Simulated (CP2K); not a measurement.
The system is PbS.

```
Pb S
1.0
     6.34207    0.00000    0.00000
    -4.97778    3.92983    0.00000
     0.00000    0.00000    4.27932
Pb S
2 2
Direct
  0.13056 0.86944 0.25000
  0.86944 0.13056 0.75000
  0.35480 0.64520 0.25000
  0.64520 0.35480 0.75000
```

Measurements of this composition are mostly on another form, of space group No. 225.

Program: CP2K 2026.2. Alike in all runs: task band structure; cell as given; k mesh 7 × 7 × 6.

Order these runs on this cell by their pressure, lowest first.
A. level LDA; potentials or basis GTH_POTENTIALS Pb GTH-PADE-q4, S GTH-PADE-q6; TZVP-MOLOPT-PBE-GTH basis; spin off; smearing fermi-dirac 0.1 eV; points a segment of the path (NPOINTS) 6; bands added on the path 4; CUTOFF of the grids 450 Ry; k points reduced by the point group yes
B. level r2SCAN; potentials or basis POTENTIAL_UZH Pb GTH-SCAN-q4, S GTH-SCAN-q6; TZVP-MOLOPT-SCAN-GTH basis; spin off; smearing fermi-dirac 0.05 eV; points a segment of the path (NPOINTS) 8; bands added on the path 6; CUTOFF of the grids 675 Ry; k points reduced by the point group yes
C. level PBE; potentials or basis GTH_SOC_POTENTIALS Pb GTH-PBE-q4, S GTH-PBE-q6; TZVP-MOLOPT-PBE-GTH basis; spin SOC, no magnetisation; smearing fermi-dirac 0.05 eV; points a segment of the path (NPOINTS) 10; bands added on the path 6; soc after scf yes; CUTOFF of the grids 450 Ry

A (-4.2 GPa), B (-0.9 GPa), C (1.1 GPa).

Caveats: the basis of atomic orbitals isn't converged, which shifts pressures, moduli and gaps.
